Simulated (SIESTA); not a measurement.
**Si2Ni under changes of volume**

One of the cells (13.429 Å³/atom); the others are scaled copies at fixed shape and fractional positions:

```
Ni Si
1.0
     0.00000    2.72090    2.72090
     2.72090    0.00000    2.72090
     2.72090    2.72090    0.00000
Ni Si
1 2
Cartesian
  0.0000 0.0000 0.0000
  4.0814 4.0814 4.0814
  1.3605 1.3605 1.3605
```

```yaml
Program: SIESTA 5.4.2
Functional: PBEsol
Potentials_or_basis: PseudoDojo 0.4 standard (PBEsol files)
Basis: DZP (energy shift 0.003 Ry; two zetas on semicore shells)
Grid_cutoff: 800 Ry
Energy_shift: 0.003 Ry
k_mesh: 9 × 9 × 9
Occupations: fermi-dirac, width 0.05 eV
Spin: collinear spin, ferromagnetic start
Starting_moments: "[1.0, 0.0, 0.0] μB"
```

```tsv
volume (Å³/atom)	energy over the lowest point (meV/atom)	pressure (GPa)
12.376	19.87	10.0
12.639	6.87	6.0
12.902	0.00	2.4
13.429	?	?
13.692	10.69	-6.4
13.956	23.36	-8.9
```

Problem. What does the run at 13.429 Å³/atom give?

Solution. Energy over the lowest point 2.33 meV/atom; pressure -3.8 GPa.

Worked out: A Birch-Murnaghan fit of order 3 (a polynomial in V^(-2/3)) to the other rows has its minimum at 13.10 Å³/atom with B0 = V·E''(V) = 157 GPa and B' = 3.4. It gives 2.34 meV/atom at 13.429 Å³/atom, against the run's 2.33, and -dE/dV = -3.7 GPa, against -3.8.

Energies are extrapolated to zero smearing.

Caveats: short orbitals over semicore shells can move pressures by several GPa; the basis of atomic orbitals isn't converged, which shifts pressures, moduli and gaps.
